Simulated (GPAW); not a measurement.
CdS (Greenockite), 4 atoms in the cell. It takes space group P6_3mc (No. 186, hexagonal). The conventional cell has a = 4.150 Å, b = 4.150 Å, c = 6.737 Å, α = 90.00°, β = 90.00°, γ = 120.00°. Cd (site symmetry 3m) is surrounded by 4 S at 2.53 to 2.54 Å. Around S (site symmetry 3m) lie 4 Cd at 2.53 to 2.54 Å. 

```yaml
Program: GPAW 26.7.0
Task: band structure
Functional: revTPSS
Potentials_or_basis: GPAW PAW data sets (gpaw-data 1.2.1)
Cutoff: 600 eV
Basis: pw
k_mesh: 5 × 5 × 3
Occupations: fermi-dirac, width 0.05 eV
Spin: spin-orbit coupling, no magnetisation
Eigensolver: davidson
Maxiter: 150
Band_path: GMKGALHA,LM,KH
Band_points: 100
spin_axis_theta_degrees: 90
spin_axis_phi_degrees: 0
Soc_after_scf: second variation without the xc potential
```

Potentials or basis: GPAW PAW data sets (gpaw-data 1.2.1), pw.

The run is started by

```bash
$ OMP_NUM_THREADS=1 python run.py
```

Hardware: 1 thread of Intel(R) Xeon(R) Platinum 8175M CPU @ 2.50GHz (Skylake/Cascade Lake) (shared host).

Q: Estimate the wall time of this run.

A: Wall time 8.6 min on 1 thread of Intel(R) Xeon(R) Platinum 8175M CPU @ 2.50GHz (Skylake/Cascade Lake), on a shared host, peak memory 0.74 GiB. Counts: scf iterations 25, plane waves 3372, bands 31, k points 12.
